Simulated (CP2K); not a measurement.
# ZnCu2SnS4 (I-4) in CP2K: reference runs

How does ZnCu2SnS4 come out in PBE? The cell is run as given and disturbed.

All numbers are computed with CP2K 2026.2; they aren't measurements. Logs are shortened: lines on timing, memory, paths and dates and some standing lists are left out, and cuts for length are marked.

### Step 1. Starting point

Symmetry: I-4, No. 82, tetragonal system. Conventional cell: a = 5.434 Å, b = 5.434 Å, c = 10.850 Å, α = 90.00°, β = 90.00°, γ = 90.00°. Sn (site symmetry -4) has 4 S at 2.41 Å as nearest neighbours. Around Zn (site symmetry -4) lie 4 S at 2.33 Å. Cu (site symmetry -4) has 4 S at 2.33 Å as nearest neighbours. Cu (site symmetry -4) has 4 S at 2.33 Å as nearest neighbours. Around S (site symmetry 1) lie 1 Zn at 2.33 Å and 2 Cu at 2.33 Å and 1 Sn at 2.41 Å.

### Step 2. Single point, PBE

File zncu2sns4_scf.inp:

```
&GLOBAL
  PROJECT zncu2sns4_scf
  RUN_TYPE ENERGY_FORCE
  PRINT_LEVEL LOW
&END GLOBAL
&FORCE_EVAL
  METHOD QS
  STRESS_TENSOR ANALYTICAL
  &DFT
    BASIS_SET_FILE_NAME BASIS_MOLOPT_UZH
    POTENTIAL_FILE_NAME POTENTIAL_UZH
    &MGRID
      CUTOFF 450
      REL_CUTOFF 60
      NGRIDS 4
    &END MGRID
    &QS
      METHOD GPW
      EPS_DEFAULT 1.0E-10
    &END QS
    &KPOINTS
      SCHEME MONKHORST-PACK 7 7 7
      GAMMA_CENTERED T
      SYMMETRY T
      SYMMETRY_BACKEND SPGLIB
    &END KPOINTS
    &SCF
      SCF_GUESS ATOMIC
      EPS_SCF 1.0E-6
      MAX_SCF 100
      ADDED_MOS 28
      CHOLESKY OFF
      EPS_EIGVAL 1.0E-7
      &DIAGONALIZATION ON
        ALGORITHM STANDARD
      &END DIAGONALIZATION
      &MIXING ON
        METHOD BROYDEN_MIXING
        ALPHA 0.4
        BETA 1.5
        NBUFFER 8
      &END MIXING
      &SMEAR ON
        METHOD FERMI_DIRAC
        ELECTRONIC_TEMPERATURE [K] 580.226
      &END SMEAR
    &END SCF
    &XC
      &XC_FUNCTIONAL
        &GGA_X_PBE
        &END GGA_X_PBE
        &GGA_C_PBE
        &END GGA_C_PBE
      &END XC_FUNCTIONAL
    &END XC
    &PRINT
      &KPOINTS ON
      &END KPOINTS
      &MULLIKEN ON
      &END MULLIKEN
      &MO ON
        ENERGIES T
        OCCUPATION_NUMBERS T
        &EACH
          QS_SCF 0
        &END EACH
        ADD_LAST NUMERIC
      &END MO
      &LOWDIN ON
      &END LOWDIN
      &HIRSHFELD ON
        SHAPE_FUNCTION DENSITY
      &END HIRSHFELD
    &END PRINT
  &END DFT
  &SUBSYS
    &CELL
      ABC 6.6478357275 6.6478357275 6.6478357275
      ALPHA_BETA_GAMMA 131.7511595008 131.7511595016 70.6223284679
      PERIODIC XYZ
    &END CELL
    &COORD
      SCALED
      Sn  0.5000000000 0.5000000000 0.0000000000
      Zn  0.2500000000 0.7500000000 0.5000000000
      Cu  0.7500000000 0.2500000000 0.5000000000
      Cu  0.0000000000 0.0000000000 0.0000000000
      S   0.6279900000 0.6283900000 0.5128000000
      S   0.8848100000 0.3720100000 0.0004000000
      S   0.1155900000 0.1151900000 0.4872000000
      S   0.3716100000 0.8844100000 0.9996000000
    &END COORD
    &KIND Sn
      BASIS_SET TZVP-MOLOPT-PBE-GTH-q4
      POTENTIAL GTH-PBE-q4
    &END KIND
    &KIND Zn
      BASIS_SET TZVP-MOLOPT-PBE-GTH-q12
      POTENTIAL GTH-PBE-q12
    &END KIND
    &KIND Cu
      BASIS_SET TZVP-MOLOPT-PBE-GTH-q11
      POTENTIAL GTH-PBE-q11
    &END KIND
    &KIND S
      BASIS_SET TZVP-MOLOPT-PBE-GTH-q6
      POTENTIAL GTH-PBE-q6
    &END KIND
    &PRINT
      &ATOMIC_COORDINATES ON
      &END ATOMIC_COORDINATES
      &CELL ON
      &END CELL
    &END PRINT
  &END SUBSYS
  &PRINT
    &FORCES ON
    &END FORCES
    &STRESS_TENSOR ON
    &END STRESS_TENSOR
  &END PRINT
&END FORCE_EVAL
```

Potentials or basis: POTENTIAL_UZH Sn GTH-PBE-q4, Zn GTH-PBE-q12, Cu GTH-PBE-q11, S GTH-PBE-q6; TZVP-MOLOPT-PBE-GTH basis.

Started as:

```bash
> OMP_NUM_THREADS=1 mpirun -n 3 cp2k.psmp -i zncu2sns4_scf.inp -o zncu2sns4_scf.out
```

zncu2sns4_scf.out:

```text

 CP2K| version string:                                       CP2K version 2026.2
 CP2K| Input file name                                         zncu2sns4_scf.inp

 GLOBAL| Force Environment number                                              1
 GLOBAL| Basis set file name                                    BASIS_MOLOPT_UZH
 GLOBAL| Potential file name                                       POTENTIAL_UZH
 GLOBAL| MM Potential file name                                     MM_POTENTIAL
 GLOBAL| Coordinate file name                                      __STD_INPUT__
 GLOBAL| Method name                                                        CP2K
 GLOBAL| Project name                                              zncu2sns4_scf
 GLOBAL| Run type                                                   ENERGY_FORCE
 GLOBAL| FFT library                                                       FFTW3
 GLOBAL| Diagonalization library                                       ScaLAPACK
 GLOBAL| Cholesky decomposition library                                ScaLAPACK
 GLOBAL| DGEMM library                                                      BLAS
 GLOBAL| Direct generalized diagonalization requested                          F
 GLOBAL| Matrix multiplication library                                 ScaLAPACK
 GLOBAL| Global print level                                                  LOW
 GLOBAL| Total number of message passing processes                             3
 GLOBAL| Number of threads for this process                                    1
 GLOBAL| CPU model name                          AMD EPYC 7R43 64-Core Processor

 CELL| Volume [angstrom^3]:                                           160.197217
 CELL| Vector a [angstrom]:       6.648     0.000     0.000   |a| =     6.647836
 CELL| Vector b [angstrom]:       2.206     6.271     0.000   |b| =     6.647836
 CELL| Vector c [angstrom]:      -4.427    -3.136     3.843   |c| =     6.647836
 CELL| Angle (b,c), alpha [degree]:                                   131.751160
 CELL| Angle (a,c), beta  [degree]:                                   131.751160
 CELL| Angle (a,b), gamma [degree]:                                    70.622328
 CELL| Numerically orthorhombic:                                              NO
 CELL| Periodicity                                                           XYZ

 CELL_REF| Volume [angstrom^3]:                                       160.197217
 CELL_REF| Vector a [angstrom     6.648     0.000     0.000   |a| =     6.647836
 CELL_REF| Vector b [angstrom     2.206     6.271     0.000   |b| =     6.647836
 CELL_REF| Vector c [angstrom    -4.427    -3.136     3.843   |c| =     6.647836
 CELL_REF| Angle (b,c), alpha [degree]:                               131.751160
 CELL_REF| Angle (a,c), beta  [degree]:                               131.751160
 CELL_REF| Angle (a,b), gamma [degree]:                                70.622328
 CELL_REF| Numerically orthorhombic:                                          NO
 CELL_REF| Periodicity                                                       XYZ
[... 9 lines left out ...]
 TOTAL NUMBERS AND MAXIMUM NUMBERS

  Total number of            - Atomic kinds:                                   4
                             - Atoms:                                          8
                             - Shell sets:                                     8
                             - Shells:                                        65
                             - Primitive Cartesian functions:                 38
                             - Cartesian basis functions:                    210
                             - Spherical basis functions:                    187

  Maximum angular momentum of- Orbital basis functions:                        3
                             - Local part of the GTH pseudopotential:          0
                             - Non-local part of the GTH pseudopotential:      4

 MODULE QUICKSTEP: ATOMIC COORDINATES IN ANGSTROM

   Atom Kind Element         X             Y             Z       Z(eff)     Mass
      1    1 Sn   50      4.426772      3.135625      0.000000   4.0000 118.7100
      2    2 Zn   30      1.102854      3.135625      1.921280  12.0000  65.3800
      3    3 Cu   29      3.323918      0.000000      1.921280  11.0000  63.5460
      4    3 Cu   29      0.000000      0.000000      0.000000  11.0000  63.5460
      5    4 S    16      3.290771      2.332842      1.970465   6.0000  32.0650
      6    4 S    16      6.700847      2.331713      0.001537   6.0000  32.0650
      7    4 S    16     -1.134225     -0.805291      1.872095   6.0000  32.0650
      8    4 S    16     -0.003848      2.411985      3.841023   6.0000  32.0650

[... 98 lines left out ...]
     6 Broy./Diag. 0.40E+00    8.2     0.02668290      -200.5166334493 -4.87E-01
     7 Broy./Diag. 0.40E+00    9.0     0.02556108      -200.5573644912 -4.07E-02
     8 Broy./Diag. 0.40E+00    9.5     0.00158007      -200.6276236355 -7.03E-02
     9 Broy./Diag. 0.40E+00    9.1     0.00378228      -200.5943629591  3.33E-02
    10 Broy./Diag. 0.40E+00    8.6     0.00095515      -200.6131738079 -1.88E-02
    11 Broy./Diag. 0.40E+00    8.2     0.00024522      -200.6210112299 -7.84E-03
    12 Broy./Diag. 0.40E+00    8.9     0.00031527      -200.6211648159 -1.54E-04
    13 Broy./Diag. 0.40E+00    9.9     0.00015182      -200.6197502997  1.41E-03
    14 Broy./Diag. 0.40E+00    7.0     0.00001911      -200.6194221650  3.28E-04
    15 Broy./Diag. 0.40E+00    8.4     0.00001968      -200.6193917745  3.04E-05
    16 Broy./Diag. 0.40E+00    9.3     0.00000227      -200.6194304218 -3.86E-05
    17 Broy./Diag. 0.40E+00    9.5     0.00000553      -200.6194283719  2.05E-06
    18 Broy./Diag. 0.40E+00    9.6     0.00000226      -200.6193972017  3.12E-05
    19 Broy./Diag. 0.40E+00    9.7     0.00000072      -200.6193931024  4.10E-06

  *** SCF run converged in    19 steps ***

  Electronic density on regular grids:        -61.9999999471        0.0000000529
  Core density on regular grids:               61.9999999919       -0.0000000081
  Total charge density on r-space grids:        0.0000000448
  Total charge density g-space grids:           0.0000000448

  Overlap energy of the core charge distribution:               0.00000002206385
  Self energy of the core charge distribution:               -313.26918620135797
  Core Hamiltonian energy:                                     93.26724698615533
  Hartree energy:                                              54.01495217847619
  Exchange-correlation energy:                                -34.63239312177798
  Electronic entropic energy:                                  -0.00001296603643
  Fermi energy:                                                 0.17296813512397

  Total energy:                                              -200.61939310238631
  Total energy (extrapolated to T->0):                       -200.61938661936810

 MO| EIGENVALUES AND OCCUPATION NUMBERS FOR K POINT 1
 MO|
 MO|  Index      Eigenvalue [a.u.]        Eigenvalue [eV]             Occupation
 MO|      1              -0.354346              -9.642238               2.000000
 MO|      2              -0.336987              -9.169891               2.000000
 MO|      3              -0.320276              -8.715160               2.000000
 MO|      4              -0.319421              -8.691890               2.000000
 MO|      5              -0.135235              -3.679935               2.000000
 MO|      6              -0.101582              -2.764199               2.000000
[... 896 lines left out ...]
 MO|     58               0.697942              18.991962               0.000000
 MO|     59               0.709595              19.309075               0.000000
 MO| Sum:                                                              61.999993
 MO| E(Fermi):            0.172968 a.u.          4.706702 eV

 [... the levels of further k-points ...]

 !-----------------------------------------------------------------------------!
                     Mulliken Population Analysis

 #  Atom  Element  Kind  Atomic population                           Net charge
       1     Sn       1          3.447654                              0.552346
       2     Zn       2         11.455463                              0.544537
       3     Cu       3         10.489621                              0.510379
       4     Cu       3         10.462399                              0.537601
       5     S        4          6.536213                             -0.536213
       6     S        4          6.536213                             -0.536213
       7     S        4          6.536218                             -0.536218
       8     S        4          6.536218                             -0.536218
 # Total charge                             62.000000                 -0.000000

 !-----------------------------------------------------------------------------!

 !-----------------------------------------------------------------------------!
                           Hirshfeld Charges

  #Atom  Element  Kind  Ref Charge     Population                    Net charge
      1       Sn     1       4.000          3.674                         0.326
      2       Zn     2      12.000         11.730                         0.270
      3       Cu     3      11.000         11.049                        -0.049
      4       Cu     3      11.000         11.045                        -0.045
      5       S      4       6.000          6.125                        -0.125
      6       S      4       6.000          6.125                        -0.125
      7       S      4       6.000          6.125                        -0.125
      8       S      4       6.000          6.125                        -0.125

  Total Charge                                                           -0.000
 !-----------------------------------------------------------------------------!

 LOWDIN POPULATION ANALYSIS

 #  Atom  Element  Kind  Atomic population                           Net charge
       1     Sn       1          3.002470                              0.997530
       2     Zn       2         13.673425                             -1.673425
       3     Cu       3         12.592942                             -1.592942
       4     Cu       3         12.594962                             -1.594962
       5     S        4          5.034806                              0.965194
       6     S        4          5.034351                              0.965649
       7     S        4          5.032705                              0.967295
       8     S        4          5.034338                              0.965662
 # Total charge                             62.000000                 -0.000000

 ENERGY| Total FORCE_EVAL ( QS ) energy [hartree]           -200.619397536461349

 FORCES| Atomic forces [hartree/bohr]
 FORCES|   Atom     x               y               z               |f|
 FORCES|      1  1.21892780E-06 -4.43057191E-06 -1.65633469E-06   4.88458770E-06
 FORCES|      2 -6.09178694E-07 -1.01343781E-06 -7.88015120E-06   7.96837109E-06
 FORCES|      3 -4.40609826E-07  8.90900835E-07 -7.28908936E-08   9.96571322E-07
 FORCES|      4 -3.03694147E-06  1.84935421E-06 -6.18141337E-07   3.60904741E-06
 FORCES|      5 -7.18280607E-04 -7.92237232E-03  1.21416997E-02   1.45155358E-02
 FORCES|      6  1.12298709E-02 -6.92066817E-03 -6.05204537E-03   1.45131975E-02
 FORCES|      7 -7.71147073E-03  1.95266616E-03 -1.21344283E-02   1.45094464E-02
 FORCES|      8 -2.80027648E-03  1.28915197E-02  6.05339502E-03   1.45146966E-02
 FORCES| Sum    -3.02471678E-06 -1.55842187E-06 -1.60648771E-06
 FORCES| Total atomic force                                       3.76276402E-06

 STRESS| Analytical stress tensor [bar]
 STRESS|                        x                   y                   z
 STRESS|      x        2.68734639405E+04  -3.44216484396E+02  -1.62689225251E+02
 STRESS|      y       -3.44216484396E+02   2.71142792634E+04  -1.15820865265E+02
 STRESS|      z       -1.62689225251E+02  -1.15820865265E+02   2.73217994172E+04
 STRESS| 1/3 Trace                                             2.71031808737E+04
 STRESS| Determinant                                           1.99038266478E+13

 STRESS| Eigenvectors and eigenvalues of the analytical stress tensor [bar]
 STRESS|                        1                   2                   3
 STRESS| Eigenvalues   2.65757457601E+04   2.73585347407E+04   2.73752621202E+04
 STRESS|      x           0.787737372358     -0.582420671453     -0.200638963452
 STRESS|      y           0.559112762187      0.812709569967     -0.164000225742
 STRESS|      z           0.258578327301      0.017009301834      0.965840531507
```

Wall time 3.2 min (3 MPI ranks of AMD EPYC 7R43 (Zen 3), shared host).

What came out:

- Free energy: -5459.1314 eV
- Pressure: 2.7 GPa
- Largest force: 0.746 eV/Å
- Band gap on the k mesh: 0.27 eV, direct
- Mulliken charges: Sn +0.55; Zn +0.54; Cu +0.51, +0.54; S -0.54 e
- Hirshfeld charges: Sn +0.33; Zn +0.27; Cu -0.05, -0.04; S -0.12 e

Forces in eV/Å, atoms in the order of the input:
```
Sn   0.000  0.000  0.000
Zn   0.000  0.000  0.000
Cu   0.000  0.000  0.000
Cu   0.000  0.000  0.000
S   -0.037 -0.407  0.624
S    0.577 -0.356 -0.311
S   -0.397  0.100 -0.624
S   -0.144  0.663  0.311
```

Levels at points of the mesh, in eV from the valence-band top:
```csv
k point,band 28,band 29,band 30,band 31,band 32,band 33,band 34,band 35
"(0.00, 0.00, 0.00)",-1.35,-0.09,-0.09,0.00,0.27,1.97,2.87,3.74
```

Caveat: Mulliken charges move with the basis; spin-orbit coupling is left out, which moves the levels of the heavy elements; the basis of atomic orbitals isn't converged, which shifts pressures, moduli and gaps.

[end of part 1 of 2]
